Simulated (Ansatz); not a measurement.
System: α-quartz-type GeO2 (metastable phase). Method: RPBE (Ansatz, a program for electronic structure, plane waves, PAW).

Numerical settings: plane-wave cutoff 520 eV, 12×12×6 k mesh (along the axes of the cell as run), Fermi–Dirac smearing 0.01 eV, scalar-relativistic PAW data made under PBE.

Energies at three volumes about the minimum:

```json
[
 {"V (Å³/atom)": "14.834", "E − E_lowest (meV/atom)": "0.73"},
 {"V (Å³/atom)": "15.137", "E − E_lowest (meV/atom)": "0.00"},
 {"V (Å³/atom)": "15.440", "E − E_lowest (meV/atom)": "0.67"}
]
```

Problem. Fit a parabola by hand: where is the minimum, and what is the bulk modulus?

Solution. Slopes: (0.00 − 0.73)/(15.137 − 14.834) = -2.409 and (0.67 − 0.00)/(15.440 − 15.137) = 2.211 meV/Å³. Curvature E″ = 2 × (2.211 − (-2.409))/(15.440 − 14.834) = 15.248 meV/Å⁶. From the middle of the first interval, the slope vanishes at V0 = 14.9855 − (-2.409)/15.248 = 15.143 Å³/atom. B = V0 E″ = 15.143 × 15.248 meV/Å³ × 0.1602 GPa per meV/Å³ = 37.0 GPa. The full Birch–Murnaghan fit to all volumes gives V0 = 15.140 Å³/atom and B0 = 37.1 GPa.

Shape and atoms are relaxed at each volume.

Measured, for comparison: bulk modulus 42 GPa (room temperature, not corrected to a static lattice, from measured elastic constants; as tabulated in Sevik and Bulutay (2007), arXiv:cond-mat/0610176). Computed (rounded) less measured: bulk modulus -12 %.

Note: the cell is over a tenth larger than the published one: the level's own overestimate first of all, though another phase or state, or a fault of the published cell, is possible; the bulk modulus comes from volumes at which shape and atoms were relaxed.
